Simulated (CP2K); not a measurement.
## Hf in CP2K: convergence with eps default

Input of the first run (eps default 1.0E-6); the others differ in this setting and in those tied to it:

The input hf_converge.inp:

```
&GLOBAL
  PROJECT hf_converge
  RUN_TYPE ENERGY_FORCE
  PRINT_LEVEL LOW
&END GLOBAL
&FORCE_EVAL
  METHOD QS
  STRESS_TENSOR ANALYTICAL
  &DFT
    BASIS_SET_FILE_NAME BASIS_MOLOPT_UZH
    POTENTIAL_FILE_NAME POTENTIAL_UZH
    &MGRID
      CUTOFF 450
      REL_CUTOFF 60
      NGRIDS 5
    &END MGRID
    &QS
      METHOD GPW
      EPS_DEFAULT 1.0E-6
    &END QS
    &KPOINTS
      SCHEME MONKHORST-PACK 7 7 7
      GAMMA_CENTERED T
      SYMMETRY T
      SYMMETRY_BACKEND SPGLIB
    &END KPOINTS
    &SCF
      SCF_GUESS ATOMIC
      EPS_SCF 1.0E-6
      MAX_SCF 100
      ADDED_MOS 11
      CHOLESKY OFF
      EPS_EIGVAL 1.0E-7
      &DIAGONALIZATION ON
        ALGORITHM STANDARD
      &END DIAGONALIZATION
      &MIXING ON
        METHOD BROYDEN_MIXING
        ALPHA 0.4
        BETA 1.5
        NBUFFER 8
      &END MIXING
      &SMEAR ON
        METHOD FERMI_DIRAC
        ELECTRONIC_TEMPERATURE 580.23
      &END SMEAR
    &END SCF
    &XC
      &XC_FUNCTIONAL
        &GGA_X_RPBE
        &END GGA_X_RPBE
        &GGA_C_PBE
        &END GGA_C_PBE
      &END XC_FUNCTIONAL
    &END XC
    &PRINT
      &KPOINTS ON
      &END KPOINTS
      &MULLIKEN ON
      &END MULLIKEN
      &MO ON
        ENERGIES T
        OCCUPATION_NUMBERS T
        &EACH
          QS_SCF 0
        &END EACH
        ADD_LAST NUMERIC
      &END MO
    &END PRINT
  &END DFT
  &SUBSYS
    &CELL
      A 2.9322119917 0.0000000000 0.0000000000
      B 0.0363900522 2.9067973436 0.0000000000
      C -0.0272806353 0.1349264355 2.9025088324
      PERIODIC XYZ
    &END CELL
    &COORD
      Hf  1.4798862191 1.4807036368 1.4207838785
    &END COORD
    &KIND Hf
      BASIS_SET DZVP-MOLOPT-PBE-GTH-q12
      POTENTIAL GTH-PBE-q12
    &END KIND
    &PRINT
      &ATOMIC_COORDINATES ON
      &END ATOMIC_COORDINATES
      &CELL ON
      &END CELL
    &END PRINT
  &END SUBSYS
  &PRINT
    &FORCES ON
    &END FORCES
    &STRESS_TENSOR ON
    &END STRESS_TENSOR
  &END PRINT
&END FORCE_EVAL
```

Potentials or basis: POTENTIAL_UZH Hf GTH-PBE-q12; DZVP-MOLOPT-PBE-GTH basis.

The run is started by

```console
$ OMP_NUM_THREADS=1 cp2k.psmp -i hf_converge.inp -o hf_converge.out
```

The cell isn't the ideal one: cell strained at random at fixed volume.

The cell was built by a generator and needn't be a form met in nature.

Hardware: 1 thread of Arm Neoverse V1, on a shared host.

| eps default | energy less the tightest run, at zero smearing (meV/atom) | pressure (GPa) | SCF cycles | CPU time (s) | peak memory (GiB) |
| --- | --- | --- | --- | --- | --- |
| 1.0E-6 | -1.55 | 2.93 | 11 | 14 | 0.21 |
| 1.0E-7 | 0.01 | 3.09 | 11 | 18 | 0.21 |
| 1.0E-8 | -0.04 | 3.09 | 11 | 22 | 0.22 |
| 1.0E-9 | 0.00 | 3.09 | 11 | 26 | 0.22 |
| 1.0E-10 | 0.00 | 3.09 | 11 | 31 | 0.23 |
| 1.0E-11 | 0.00 | 3.09 | 11 | 36 | 0.24 |
| 1.0E-12 | 0.00 | 3.09 | 11 | 41 | 0.24 |

Against the tightest run, the energy stays within 1 meV/atom from 1.0E-7 on; the pressure stays within 0.1 GPa from 1.0E-7 on. The tightest run that finished is the yardstick and may itself not be fully converged.

Caveat, for the tightest run too: the potentials were made for another functional, which shifts forces and pressure; the basis of atomic orbitals isn't converged, which shifts pressures, moduli and gaps. The run has no spin-orbit coupling, so splittings on Hf are missing.
